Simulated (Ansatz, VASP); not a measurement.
# Ge: VASP beside Ansatz

INCAR

```
SYSTEM = Ge
PREC     = Accurate       ! precision mode
ENCUT    = 520            ! plane-wave cutoff, eV
EDIFF    = 1E-6           ! SCF threshold, eV
ISMEAR   = -1             ! smearing method
SIGMA    = 0.05           ! smearing width, eV
LREAL    = .False.        ! projectors in reciprocal space
LASPH    = .True.         ! aspherical terms in the spheres
NELM     = 80             ! most SCF steps
ALGO     = Normal         ! electronic algorithm
ISIF     = 2              ! what is computed and relaxed
LWAVE    = .False.        ! write WAVECAR
LCHARG   = .True.         ! write CHGCAR
GGA      = PE             ! functional
LELF     = .True.         ! ELF
LVHAR    = .True.       
NBANDS   = 21             ! bands
```

KPOINTS

```
regular mesh
0
Gamma
  10 10 10
  0 0 0
```

The input POSCAR:

```
Ge
1.0
    0.0000000000      2.7905386918      2.7905386918
    2.7905386918      0.0000000000      2.7905386918
    2.7905386918      2.7905386918      0.0000000000
Ge
2
Direct
    0.5000000000      0.5000000000      0.5000000000
    0.7500000000      0.7500000000      0.7500000000
```

Input for Ansatz:

```yaml
crystal:
  lattice:
    - [0.0, 2.7905386918, 2.7905386918]
    - [2.7905386918, 0.0, 2.7905386918]
    - [2.7905386918, 2.7905386918, 0.0]
  atoms:
    - { symbol: Ge, position: [0.5, 0.5, 0.5] }
    - { symbol: Ge, position: [0.75, 0.75, 0.75] }
kpoints:
  mp_grid: { grid: [10, 10, 10] }
  band_path:
    path:
      - [0.0, 0.0, 0.0]
      - [0.5, 0.0, 0.5]
      - [0.625, 0.25, 0.625]
      - [0.375, 0.375, 0.75]
      - [0.0, 0.0, 0.0]
      - [0.5, 0.5, 0.5]
      - [0.5, 0.25, 0.75]
      - [0.5, 0.0, 0.5]
    npoints: 5
scf:
  occupations: { method: fermi_dirac, width: 0.05 }
hamiltonian:
  xc: pbe
  pseudopotentials: { kind: all_electron, lapw: { basis_error: 0.00025 } }
output:
  forces: true
  stress: true
  eigenvalues: true
```

Change from the starting cell: volume scaled by 0.96.

Alike in both runs: task single point; functional PBE; k mesh 10 × 10 × 10; occupations fermi-dirac, width 0.05 eV; no spin polarisation.

|  | VASP | Ansatz |
| --- | --- | --- |
| version | VASP 6.6.1 | Ansatz 0.2.0 |
| potentials or method | VASP PAW PBE potentials, release 64 (Ge_d) | all-electron LAPW, scalar-relativistic |
| plane-wave cutoff (eV) | 520 | see its input |

```tsv
	VASP	Ansatz	Ansatz less VASP
pressure (GPa)	7.0	7.0	+0.05
```

Ansatz ran all-electron here, so the differences hold the error of VASP's frozen core and of both bases.
